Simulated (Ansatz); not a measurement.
# Pb (dhcp type): the cost of one run

Method: DFT PBE, with the methods named in each step, in Ansatz 0.2.0.

1 further run of the same task is left out (it didn't finish).

### Step 1. Starting point

It takes space group P6_3/mmc (No. 194, hexagonal). Conventional cell: a = 3.566 Å, b = 3.566 Å, c = 11.590 Å, α = 90.00°, β = 90.00°, γ = 120.00°. Pb (site symmetry -3m) has 12 Pb at 3.55 to 3.57 Å as nearest neighbours. Pb (site symmetry -6m2) is surrounded by 12 Pb at 3.55 to 3.57 Å.

Coordinates:

```cif
data_structure
_symmetry_space_group_name_H-M 'P 1'
_symmetry_Int_Tables_number 1
_cell_length_a 3.5662
_cell_length_b 3.5662
_cell_length_c 11.5902
_cell_angle_alpha 90.000
_cell_angle_beta 90.000
_cell_angle_gamma 120.000
_cell_volume 127.66
loop_
_atom_site_label
_atom_site_type_symbol
_atom_site_fract_x
_atom_site_fract_y
_atom_site_fract_z
_atom_site_occupancy
Pb1 Pb 0.00000 0.00000 0.00000 1
Pb2 Pb 0.00000 0.00000 0.50000 1
Pb3 Pb 0.33333 0.66667 0.25000 1
Pb4 Pb 0.66667 0.33333 0.75000 1
```

Whether this phase is the stable one at these pressures isn't tested.

Atoms are numbered in the order of the input: Pb1, Pb2, Pb3, Pb4.

### Step 2. Cell relaxed at zero pressure, PAW

File input.yaml:

```yaml
crystal:
  lattice:
    - [3.5662277887, 0.0, 0.0]
    - [-1.7831138944, 3.0884438607, 0.0]
    - [0.0, 0.0, 11.5902403133]
  atoms:
    - { symbol: Pb, position: [0.0, 0.0, 0.0] }
    - { symbol: Pb, position: [0.0, 0.0, 0.5] }
    - { symbol: Pb, position: [0.3333333333, 0.6666666667, 0.25] }
    - { symbol: Pb, position: [0.6666666667, 0.3333333333, 0.75] }
kpoints:
  mp_grid: { grid: [10, 10, 3] }
scf:
  occupations: { method: fermi_dirac, width: 0.1 }
hamiltonian:
  xc: pbe
  pseudopotentials: { kind: paw }
output:
  forces: true
  stress: true
relax:
  f_tol: 0.005
  max_steps: 40
  cell: {}
```

The run is started by

```console
ansatz run input.yaml --threads 1 --pin off --max-ram 3072MiB --backend cpu --events-out ev --progress --plain --runs-dir out
```

**Question.** How long does this run take on 1 thread of Arm Neoverse V1, shared host, and how much memory does it need?

About 22 s, with a peak of 0.39 GiB.
